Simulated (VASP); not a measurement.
# GaSb in VASP: a series of runs

Runs on GaSb. Level: PBE. Tasks: single point.

Program: VASP 6.6.1. These are calculated values, not measurements. Logs are shortened: lines on timing, memory, paths and dates and some standing lists are left out, and cuts for length are marked.

**Experimental background.**

A printed reference work, data compilation reports, for a bulk crystal of GaSb at 4.2 K: band gap 0.811 eV (direct).

The runs below are set against these values where they give the same quantity.

## 1. The cell of the first run

It takes space group F-43m (No. 216, cubic). The conventional cell has a = 6.214 Å, b = 6.214 Å, c = 6.214 Å, α = 90.00°, β = 90.00°, γ = 90.00°. Within 3.5 Å of Ga (site symmetry -43m) lie 4 Sb at 2.69 Å. Within 3.5 Å of Sb (site symmetry -43m) lie 4 Ga at 2.69 Å.

## 2. Single point, PBE

INCAR

```
SYSTEM = GaSb
PREC = Accurate
ENCUT = 500
EDIFF = 1E-6
ISMEAR = 0
SIGMA = 0.15
LREAL = .False.
LASPH = .True.
NELM = 120
ALGO = Normal
ISIF = 2
LWAVE = .False.
LCHARG = .True.
GGA = PE
LELF = .True.
LVHAR = .True.
NBANDS = 16
GGA_COMPAT = .False.
```

KPOINTS

```
regular mesh
0
Gamma
  12 12 12
  0 0 0
```

POSCAR

```
GaSb
1.0
    0.0000000000      3.1071576541      3.1071576541
    3.1071576541      0.0000000000      3.1071576541
    3.1071576541      3.1071576541      0.0000000000
Ga Sb
1 1
Direct
    0.0000000000      0.0000000000      0.0000000000
    0.7500000000      0.7500000000      0.7500000000
```

Potentials or basis: VASP PAW PBE potentials, release 64 (Ga_d, Sb).

Launch:

```bash
cat potpaw_PBE.64/Ga_d/POTCAR potpaw_PBE.64/Sb/POTCAR > POTCAR
mpirun -np 1 vasp_std > vasp.out
```

OUTCAR:

```text
SYSTEM = GaSb
   PREC = Accurate
   ENCUT = 500
   EDIFF = 1E-6
   ISMEAR = 0
   LREAL = .False.
   LASPH = .True.
   NELM = 120
   ISIF = 2
   GGA = PE

 ion  position               nearest neighbor table
   1  0.000  0.000  0.000-   2 2.69   2 2.69   2 2.69   2 2.69
   2  0.750  0.750  0.750-   1 2.69   1 2.69   1 2.69   1 2.69

  LATTYP: Found a face centered cubic cell.
 ALAT       =     6.2143153082

  Lattice vectors:

 A1 = (   0.0000000000,   3.1071576541,   3.1071576541)
 A2 = (   3.1071576541,   0.0000000000,   3.1071576541)
 A3 = (   3.1071576541,   3.1071576541,   0.0000000000)

Analysis of symmetry for initial positions (statically):
=====================================================================
 Subroutine PRICEL returns:
 Original cell was already a primitive cell.

 Routine SETGRP: Setting up the symmetry group for a
 face centered cubic supercell.

 Subroutine GETGRP returns: Found 24 space group operations
 (whereof 24 operations were pure point group operations)
 out of a pool of 48 trial point group operations.

The static configuration has the point symmetry T_d .

Analysis of symmetry for dynamics (positions and initial velocities):
=====================================================================
 Subroutine PRICEL returns:
 Original cell was already a primitive cell.

 Routine SETGRP: Setting up the symmetry group for a
 face centered cubic supercell.

 Subroutine GETGRP returns: Found 24 space group operations
 (whereof 24 operations were pure point group operations)
 out of a pool of 48 trial point group operations.

The dynamic configuration has the point symmetry T_d .

 Subroutine INISYM returns: Found 24 space group operations
 (whereof 24 operations are pure point group operations),
 and found     1 'primitive' translations

----------------------------------------------------------------------------------------

                                     Primitive cell

  volume of cell :      59.9957

  direct lattice vectors                    reciprocal lattice vectors
     0.000000000  3.107157654  3.107157654    -0.160918774  0.160918774  0.160918774
     3.107157654  0.000000000  3.107157654     0.160918774 -0.160918774  0.160918774
     3.107157654  3.107157654  0.000000000     0.160918774  0.160918774 -0.160918774

  length of vectors
     4.394184495  4.394184495  4.394184495     0.278719492  0.278719492  0.278719492

  position of ions in fractional coordinates (direct lattice)
     0.000000000  0.000000000  0.000000000
     0.750000000  0.750000000  0.750000000

  ion indices of the primitive-cell ions
   primitive index   ion index
                 1           1
                 2           2

----------------------------------------------------------------------------------------

 KPOINTS: regular mesh

Automatic generation of k-mesh.
 Grid dimensions read from file:
 generate k-points for:   12   12   12

 Generating k-lattice:

  Cartesian coordinates                     Fractional coordinates (reciprocal lattice)
    -0.013409898  0.013409898  0.013409898     0.083333333  0.000000000  0.000000000
     0.013409898 -0.013409898  0.013409898     0.000000000  0.083333333  0.000000000
     0.013409898  0.013409898 -0.013409898     0.000000000  0.000000000  0.083333333

  Length of vectors
     0.023226624  0.023226624  0.023226624

  Shift w.r.t. Gamma in fractional coordinates (k-lattice)
     0.000000000  0.000000000  0.000000000

 Subroutine IBZKPT returns following result:
 ===========================================

 Found     72 irreducible k-points:

 Following reciprocal coordinates:
            Coordinates               Weight
  0.000000  0.000000  0.000000      1.000000
  0.083333  0.000000  0.000000      8.000000
  0.166667  0.000000  0.000000      8.000000
  0.250000  0.000000  0.000000      8.000000
  0.333333  0.000000  0.000000      8.000000
  0.416667  0.000000  0.000000      8.000000
[... 16 lines left out ...]
  0.500000  0.166667  0.000000     24.000000
 -0.416667  0.166667  0.000000     24.000000
 [... further k-points ...]
   k-points           NKPTS =     72   k-points in BZ     NKDIM =     72   number of bands    NBANDS=     16
   number of dos      NEDOS =    301   number of ions     NIONS =      2
   total plane-waves  NPLWV =  32768
   dimension x,y,z NGX =    32 NGY =   32 NGZ =   32
   dimension x,y,z NGXF=    64 NGYF=   64 NGZF=   64
   ions per type =               1   1
   NGX,Y,Z   is equivalent  to a cutoff of  12.11, 12.11, 12.11 a.u.
   NGXF,Y,Z  is equivalent  to a cutoff of  24.21, 24.21, 24.21 a.u.
 SYSTEM =  GaSb
   PREC   = accura    normal or accurate (medium, high low for compatibility)
   ISTART =      0    job   : 0-new  1-cont  2-samecut
   ICHARG =      2    charge: 1-file 2-atom 10-const
   ISPIN  =      1    spin polarized calculation?
   LNONCOLLINEAR =      F non collinear calculations
   LSORBIT =      F    spin-orbit coupling
   LASPH  =      T    aspherical Exc in radial PAW
   ENCUT  =  500.0 eV  36.75 Ry    6.06 a.u.   8.01  8.01  8.01*2*pi/ulx,y,z
   NELM   =    120;   NELMIN=  2; NELMDL= -5     # of ELM steps
   EDIFF  = 0.1E-05   stopping-criterion for ELM
   LREAL  =      F    real-space projection
   EDIFFG = 0.1E-04   stopping-criterion for IOM
   NSW    =      0    number of steps for IOM
   IBRION =     -1    ionic relax: 0-MD 1-quasi-New 2-CG
   NFREE  =      0    steps in history (QN), initial steepest desc. (CG)
   ISIF   =      2    stress and relaxation
   ISYM   =      2    0-nonsym 1-usesym 2-fastsym
   POTIM  = 0.5000    time-step for ionic-motion
   TEBEG  =    0.0;   TEEND  =   0.0 temperature during run
   PSTRESS=    0.0 pullay stress
   NELECT =      18.0000    total number of electrons
   NUPDOWN=      -1.0000    fix difference up-down
   EMIN   =  10.00;   EMAX   =-10.00  energy-range for DOS
   EFERMI =   0.00;   METHOD = LEGACY
   ISMEAR =     0;   SIGMA  =   0.15  broadening in eV -4-tet -1-fermi 0-gaus
   EFERMI_NEDOS =   21; number of points for ismear=-14 and -15
   IALGO  =     38    algorithm
   IMIX   =      4    mixing-type and parameters
     AMIX     =   0.40;   BMIX     =  1.00
     AMIX_MAG =   1.60;   BMIX_MAG =  1.00
  volume/ion in A,a.u.               =      30.00       202.44
  Fermi-wavevector in a.u.,A,eV,Ry     =   1.095954  2.071053 16.342168  1.201115
  Thomas-Fermi vector in A             =   2.232287
   LORBIT       =      0    0 simple, 1 ext, 2 COOP (PROOUT), +10 PAW based schemes
   GGA     = PE    functional components
   LHFCALC =     F    Hartree Fock is set to
   AEXX    =    0.0000 exact exchange contribution
   IVDW    =     0    specifies the selected vdW correction
   LEPSILON=     F    determine dielectric tensor
   LRPA    =     F    only Hartree local field effects (RPA)
 non-spin polarized calculation
 Gauss-broadening in eV      SIGMA  =   0.15
  energy-cutoff  :      500.00
  volume of cell :       60.00
 maximum number of plane-waves:      1546
   NGX = 17   NGY = 17   NGZ = 17

 number of electron      18.0000015 magnetization

 Free energy of the ion-electron system (eV)
  ---------------------------------------------------
  ext. energy  EPLUGINS =         0.00000000
  ---------------------------------------------------
  free energy    TOTEN  =        -7.37310006 eV

  energy without entropy =       -7.37277676  energy(sigma->0) =       -7.37293841

 E-fermi :   4.5000     XC(G=0):  -8.8864

 val. band max:        4.4018962878   @ k =   0.0000   0.0000   0.0000
 cond. band min:       4.7121344598   @ k =   0.5000   0.0000   0.0000
 fundamental gap:      0.3102381720
 Fermi energy:         4.5000161797

 k-point     1 :       0.0000    0.0000    0.0000
  band No.  band energies     occupation
      1     -10.5453      2.00000
      2     -10.5453      2.00000
      3     -10.5453      2.00000
      4     -10.5024      2.00000
      5     -10.5024      2.00000
      6      -6.7584      2.00000
[... 8 lines left out ...]
     15      12.9052      0.00000
     16      12.9052      0.00000

 k-point     2 :       0.0833    0.0000    0.0000
  band No.  band energies     occupation
      1     -10.5469      2.00000
      2     -10.5446      2.00000
      3     -10.5446      2.00000
      4     -10.5025      2.00000
      5     -10.5025      2.00000
      6      -6.6909      2.00000
[... 8 lines left out ...]
     15      12.4295      0.00000
     16      12.4295      0.00000

 k-point     3 :       0.1667    0.0000    0.0000
  band No.  band energies     occupation
      1     -10.5511      2.00000
      2     -10.5428      2.00000
      3     -10.5428      2.00000
      4     -10.5027      2.00000
      5     -10.5027      2.00000
      6      -6.4930      2.00000
[... 8 lines left out ...]
     15      11.9758      0.00000
     16      11.9758      0.00000

 k-point     4 :       0.2500    0.0000    0.0000
  band No.  band energies     occupation
      1     -10.5568      2.00000
      2     -10.5404      2.00000
      3     -10.5404      2.00000
      4     -10.5027      2.00000
      5     -10.5027      2.00000
      6      -6.1801      2.00000
[... 8 lines left out ...]
     15      11.9475      0.00000
     16      11.9475      0.00000

 k-point     5 :       0.3333    0.0000    0.0000
  band No.  band energies     occupation
      1     -10.5624      2.00000
      2     -10.5382      2.00000
      3     -10.5382      2.00000
      4     -10.5025      2.00000
      5     -10.5025      2.00000
      6      -5.7913      2.00000
[... 8 lines left out ...]
     15      12.4364      0.00000
     16      12.4364      0.00000

 k-point     6 :       0.4167    0.0000    0.0000
  band No.  band energies     occupation
      1     -10.5665      2.00000
      2     -10.5368      2.00000
      3     -10.5368      2.00000
      4     -10.5023      2.00000
      5     -10.5023      2.00000
      6      -5.4201      2.00000
[... 8 lines left out ...]
     15      13.3322      0.00000
     16      13.3322      0.00000

 k-point     7 :       0.5000    0.0000    0.0000
  band No.  band energies     occupation
      1     -10.5679      2.00000
      2     -10.5363      2.00000
      3     -10.5363      2.00000
      4     -10.5021      2.00000
      5     -10.5021      2.00000
      6      -5.2515      2.00000
[... 8 lines left out ...]
     15      14.1349      0.00000
     16      14.1349      0.00000

 k-point     8 :       0.0833    0.0833    0.0000
  band No.  band energies     occupation
      1     -10.5482      2.00000
      2     -10.5440      2.00000
      3     -10.5440      2.00000
      4     -10.5029      2.00000
      5     -10.5022      2.00000
      6      -6.6683      2.00000
[... 8 lines left out ...]
     15      11.8035      0.00000
     16      12.9926      0.00000

 k-point     9 :       0.1667    0.0833    0.0000
  band No.  band energies     occupation
      1     -10.5518      2.00000
      2     -10.5425      2.00000
      3     -10.5422      2.00000
      4     -10.5034      2.00000
      5     -10.5020      2.00000
      6      -6.5134      2.00000
[... 8 lines left out ...]
     15      11.4258      0.00000
     16      12.7099      0.00000
[... 172 lines left out ...]
 k-point    19 :       0.1667    0.1667    0.0000
  band No.  band energies     occupation
      1     -10.5556      2.00000
      2     -10.5403      2.00000
      3     -10.5403      2.00000
      4     -10.5044      2.00000
      5     -10.5015      2.00000
      6      -6.4021      2.00000
[... 8 lines left out ...]
     15      11.8543      0.00000
     16      13.2549      0.00000

 k-point    20 :       0.2500    0.1667    0.0000
  band No.  band energies     occupation
      1     -10.5603      2.00000
      2     -10.5381      2.00000
      3     -10.5378      2.00000
      4     -10.5053      2.00000
      5     -10.5012      2.00000
      6      -6.1667      2.00000
[... 8 lines left out ...]
     15      12.6154      0.00000
     16      13.2417      0.00000

 k-point    21 :       0.3333    0.1667    0.0000
  band No.  band energies     occupation
      1     -10.5650      2.00000
      2     -10.5363      2.00000
      3     -10.5354      2.00000
      4     -10.5057      2.00000
      5     -10.5010      2.00000
      6      -5.8288      2.00000
[... 8 lines left out ...]
     15      13.0071      0.00000
     16      13.4709      0.00000

 k-point    22 :       0.4167    0.1667    0.0000
  band No.  band energies     occupation
      1     -10.5686      2.00000
      2     -10.5350      2.00000
      3     -10.5338      2.00000
      4     -10.5054      2.00000
      5     -10.5011      2.00000
      6      -5.4404      2.00000
[... 8 lines left out ...]
     15      13.3400      0.00000
     16      14.1315      0.00000

 k-point    23 :       0.5000    0.1667    0.0000
  band No.  band energies     occupation
      1     -10.5707      2.00000
      2     -10.5344      2.00000
      3     -10.5331      2.00000
      4     -10.5046      2.00000
      5     -10.5015      2.00000
      6      -5.1233      2.00000
[... 8 lines left out ...]
     15      13.9583      0.00000
     16      14.1832      0.00000

 k-point    24 :      -0.4167    0.1667    0.0000
  band No.  band energies     occupation
      1     -10.5705      2.00000
      2     -10.5344      2.00000
      3     -10.5336      2.00000
      4     -10.5036      2.00000
      5     -10.5024      2.00000
      6      -5.0719      2.00000
[... 8 lines left out ...]
     15      12.9853      0.00000
     16      13.4298      0.00000

 [... further k-points ...]

------------------------ aborting loop because EDIFF is reached ----------------------------------------

  FORCE on cell =-STRESS in cart. coord.  units (eV):
  Direction    XX          YY          ZZ          XY          YZ          ZX
  --------------------------------------------------------------------------------------
  -------------------------------------------------------------------------------------
  Total        0.0214122      0.0214122      0.0214122      0.0000000      0.0000000     -0.0000000
  in kB        0.5718104      0.5718104      0.5718104      0.0000000      0.0000000     -0.0000000
  external PRESSURE =       0.5718104 kB  Pullay stress =       0.0000000 kB

 VOLUME and BASIS-vectors are now :
 -----------------------------------------------------------------------------
  energy-cutoff  :      500.00
  volume of cell :       60.00
      direct lattice vectors                 reciprocal lattice vectors
     0.000000000  3.107157654  3.107157654    -0.160918774  0.160918774  0.160918774
     3.107157654  0.000000000  3.107157654     0.160918774 -0.160918774  0.160918774
     3.107157654  3.107157654  0.000000000     0.160918774  0.160918774 -0.160918774

 POSITION                                       TOTAL-FORCE (eV/Angst)
 -----------------------------------------------------------------------------------
      0.00000      0.00000      0.00000        -0.000000     -0.000000     -0.000000
      4.66074      4.66074      4.66074         0.000000      0.000000      0.000000
 -----------------------------------------------------------------------------------
    total drift:                               -0.000001     -0.000001     -0.000001

  FREE ENERGIE OF THE ION-ELECTRON SYSTEM (eV)
  ---------------------------------------------------
  free  energy   TOTEN  =        -7.3731000624 eV

  energy  without entropy=       -7.3727767619  energy(sigma->0) =       -7.37293841
```

It took 23 s on 1 thread of Intel Xeon 6975P-C (Granite Rapids), shared host; peak memory 0.21 GiB.

What came out:

```
Free energy            : -7.3731 eV
Pressure               : 0.1 GPa
Band gap on the k mesh : zero (filled and empty bands touch)
```

Levels at points of the mesh, in eV from the Fermi level:
```
           k point  band 7  band 8  band 9  band 10  band 11  band 12
(0.00, 0.00, 0.00)   -0.39   -0.10   -0.10    -0.10     2.69     2.69
(0.50, 0.00, 0.00)   -6.24   -1.18   -1.18     0.21     3.65     3.65
(0.50, 0.50, 0.00)   -6.70   -2.51   -2.51     0.85     1.24     8.28
```

Caveat: semilocal functionals underestimate gaps, and a narrow one can read as zero; spin-orbit coupling is left out, which moves the levels of the heavy elements.

(Part 1 of 2 ends here.)

The gap in the log of VASP goes by the Fermi energy; the results here count the filled bands.